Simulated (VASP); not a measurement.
In LiH (rock salt type) the Li atom of the primitive cell, with all its periodic images, is moved by 0.06 Å along [111].

```
Li H
1.0
     0.00000    2.01000    2.01000
     2.01000    0.00000    2.01000
     2.01000    2.01000    0.00000
Li H
1 1
Direct
  0.00862 0.00862 0.00862
  0.50000 0.50000 0.50000
```

Computed with HSE06, plane waves, standard recommended PAW potentials in VASP 6.6.1.

Cutoff 649 eV; orbitals from an earlier step on the same cell; potentials Li_sv H; PREC = Accurate; HFSCREEN = 0.208; HFRCUT = 0; PRECFOCK = Normal; k-mesh 4×4×4 Γ-centred; Fermi–Dirac smearing of 0.05 eV; no spin polarisation.

Task: What force results?

Result: The force on it along the displacement is -0.0594 eV/Å, a force constant of 0.99 eV/Å².

```tsv
atom	Fx (eV/Å)	Fy (eV/Å)	Fz (eV/Å)
Li1	-0.0343	-0.0343	-0.0343
H2	0.0343	0.0343	0.0343
```

The k-mesh is modest, so these values aren't fully converged in k. Potentials made with PBE were used with another functional.
